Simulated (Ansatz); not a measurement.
# The polar optical mode of BN at 6 GPa, worked through

The calculation used Ansatz, DFT PBE, scalar-relativistic, plane waves, PAW. Cutoff 420 eV, 12×12×12 k-points (Γ-centred), fixed occupations. No spin polarisation. Phonons by linear response, acoustic sum rule imposed.

The cell, relaxed at 6 GPa:
```yaml
crystal:
  lattice:
    - [0.00000, 1.80291, 1.80291]
    - [1.80291, 0.00000, 1.80291]
    - [1.80291, 1.80291, 0.00000]
  atoms:
    - { symbol: B, position: [0.00000, 0.00000, 0.00000] }
    - { symbol: N, position: [0.75000, 0.75000, 0.75000] }
```

Linear response gives ν_TO = 1046.6 cm⁻¹, Born charges ±1.907 e (positive on B) and ε∞ = 4.598. The primitive cell holds 11.721 Å³, and the masses are 10.810 and 14.007 amu.

Q: Find ν_LO and the static dielectric constant.

A: The long-wave field adds a restoring force: ω_LO² − ω_TO² = Z*²e²/(ε_vac ε∞ μV). In these units ν_LO² − ν_TO² = 4.92064×10⁷ Z*²/(μ V ε∞) cm⁻², with μ = m₁m₂/(m₁ + m₂) = 6.101 amu: 544149 cm⁻². So ν_LO = √(1046.6² + 544149) = 1280.5 cm⁻¹, and the run gives 1280.5. Lyddane–Sachs–Teller then gives ε0 = ε∞ (ν_LO/ν_TO)² = 6.88, against 6.88 in the run (it forms both from the same three quantities, so the match checks the arithmetic only). Between ν_TO and ν_LO the dielectric function is negative and an undamped crystal reflects fully: a reststrahlen band from 7.8 to 9.6 μm.

Q: What do the Clausius–Mossotti polarisability and the Szigeti charge come to?

A: With the Lorentz local field, α = (3V/4π)(ε∞ − 1)/(ε∞ + 2) = 1.53 Å³ for the pair, and e_S = 3Z*/(ε∞ + 2) = 0.87 e. The Born charge includes the electrons' response to the dipole's own local field, and e_S takes that enhancement out. The Lorentz field assumes point-like polarisable ions, a poor picture once ε∞ is this large, since the electron clouds then overlap or are shared, so both numbers are formal here.

Q: How strongly does a slow electron couple to the LO mode?

A: For one isotropic parabolic band, Fröhlich's constant is α_F = (1/ε∞ − 1/ε0) √(m* Ry/ħω_LO), with Ry = 13.606 eV, ħω_LO = 158.8 meV and m* in free-electron masses: α_F = 0.0722 × 9.26 × √m* = 0.67 √m*. The band mass isn't part of this run; for m* = 0.1, 0.3 and 1 it gives 0.21, 0.37, 0.67. In weak coupling the polaron lies α_F ħω_LO below the band edge (58 meV at m* = 0.3) with a mass m*(1 + α_F/6); past α_F of about 5 or 6 that expansion fails. A semilocal functional's ε∞ tends to be too large, which taken alone lowers α_F.

Cost: 1 run of about 0.15 core-minutes, on Arm Neoverse V2 (shared hosts).

The high mode frequencies of zinc-blende BN come from light atoms joined by short, stiff, strongly covalent bonds. The Born charge of ±1.907 e has the sign expected from nitrogen's greater electronegativity, but stays well below the formal ionic charge of a III-V pair. It is still large enough, with a small reduced mass and cell volume and modest electronic screening, to split LO from TO widely. The atomic masses cancel from the lattice part of the static dielectric constant, so its modest rise from 4.598 to 6.88 reflects bond stiffness, not light atoms.

The TO frequency is slightly below the measured ambient value, although compression should raise it; PBE's tendency to make bonds too long and soft is the probable cause.

The polar coupling is weak to moderate for the masses tried, since the lattice adds little screening and the LO quantum is large. For real carriers this is only a guide, as cubic BN has anisotropic conduction valleys away from the zone centre and degenerate valence bands.
